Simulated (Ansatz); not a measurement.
Ge under changes of volume

One of the cells (18.524 Å³/atom); the others are scaled copies at fixed shape and fractional positions:

```
Ge
1.0
    -2.57449    2.57449    1.39741
     2.57449   -2.57449    1.39741
     2.57449    2.57449   -1.39741
Ge
2
Direct
  0.50000 0.50000 0.00000
  0.25000 0.75000 0.50000
```

This isn't the form of Ge at room conditions, which is diamond.

```yaml
Program: Ansatz 0.2.0
Functional: LDA
Potentials_or_basis: Ansatz PAW
Cutoff: "420 eV (not typed: the program's choice for these potentials)"
k_mesh: 11 × 11 × 11
Occupations: fermi-dirac, width 0.05 eV
Spin: no spin polarisation
```

```tsv
volume (Å³/atom)	energy over the lowest point (meV/atom)	pressure (GPa)
17.413	3.80	2.6
17.783	0.00	0.7
18.154	0.28	-0.9
18.524	?	?
18.895	11.51	-3.8
19.265	21.78	-5.0
19.636	34.74	-6.1
```

Task: What does the run at 18.524 Å³/atom give?

Result: Energy over the lowest point 4.23 meV/atom; pressure -2.5 GPa.

Worked out: A Birch-Murnaghan fit of order 3 (a polynomial in V^(-2/3)) to the other rows has its minimum at 17.94 Å³/atom with B0 = V·E''(V) = 82 GPa and B' = 4.1 at fixed shape and positions, which overstates the stiffness. It gives 4.23 meV/atom at 18.524 Å³/atom, against the run's 4.23, and -dE/dV = -2.5 GPa, against -2.5.

Energies are extrapolated to zero smearing.

Caveats: the PAW data sets come from PBE, with cores solved anew for the run's functional, which leaves a small shift of forces and pressure.
